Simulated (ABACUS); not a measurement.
Ir:

```
Ir
1.0
     0.00000    1.91560    1.91560
     1.91560    0.00000    1.91560
     1.91560    1.91560    0.00000
Ir
1
Direct
  0.00000 0.00000 0.00000
```

| Quantity | Value |
| --- | --- |
| Program | ABACUS 3.10.1 |
| Task | relaxation of cell and atoms |
| Functional | RPBE |
| Potentials or basis | SPMS ONCV 1.0 PBE |
| Cutoff | 925 eV |
| Density cutoff | 3701 eV |
| Basis | plane waves |
| k mesh | 10 × 10 × 10 |
| Occupations | fermi-dirac, width 0.05 eV |
| Spin | no spin polarisation |

At the start: pressure 15.5 GPa; volume 14.06 Å³/atom.

**Question.** How do energy, volume and symmetry change on relaxing?

**Answer.** Over 6 steps the energy falls by 27.9 meV/atom and the volume is 14.66 Å³/atom (+4.3 %); space group Fm-3m (No. 225, to 0.05 Å).

The path:
```tsv
step	energy change (eV)	largest force (eV/Å)	pressure (GPa)	volume (Å³)
1	0.0000	0.0000	15.46	14.06
2	0.2804	0.0000	-34.20	17.12
3	-0.0278	0.0000	-0.99	14.71
4	-0.0278	0.0000	-1.01	14.71
5	-0.0267	0.0000	2.99	14.53
6	-0.0279	0.0000	-0.02	14.66
```

Final structure:
```yaml
crystal:
  lattice:
    - [0.00000, 1.94258, 1.94258]
    - [1.94258, 0.00000, 1.94258]
    - [1.94258, 1.94258, 0.00000]
  atoms:
    - { symbol: Ir, position: [0.00000, 0.00000, 0.00000] }
```

Caveat: the potentials were made for another functional, which shifts forces and pressure.
